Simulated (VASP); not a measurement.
Runs of VASP 6.6.1 on CdSe. The structure is cubic, space group F-43m (No. 216). Conventional cell: a = 6.141 Å, b = 6.141 Å, c = 6.141 Å, α = 90.00°, β = 90.00°, γ = 90.00°. Cd (site symmetry -43m) is surrounded by 4 Se at 2.66 Å. Se (site symmetry -43m) has 4 Cd at 2.66 Å as nearest neighbours. Measurements of this composition are mostly on another form, of space group No. 186.

```tsv
task	level	potentials or basis	spin	gap on the mesh (eV)	pressure (GPa)
single point	PBEsol	VASP PAW PBE potentials, release 64 (Cd, Se)	off	0.43	(b)
single point	LDA	VASP PAW LDA potentials, release 64 (Cd, Se)	off	0.30	(a)
single point	r2SCAN	VASP PAW PBE potentials, release 64 (Cd, Se)	off	1.02	0.1
electric field gradients	PBE	VASP PAW PBE potentials, release 64 (Cd, Se)	non-collinear, zero start, SOC	-	1.6
```

Alike in all rows: cell as given; k mesh 8 × 8 × 8; cutoff (eV) 520; smearing fermi-dirac 0.03 eV.

Question: Estimate the missing entries.

Answer: (a) -2.9; (b) -1.1.

Caveats: the PAW data sets were made with another functional, which shifts forces and pressure a little (some runs).

A k mesh can miss the band edges, and rows without SOC leave out spin-orbit coupling on Cd, Se.
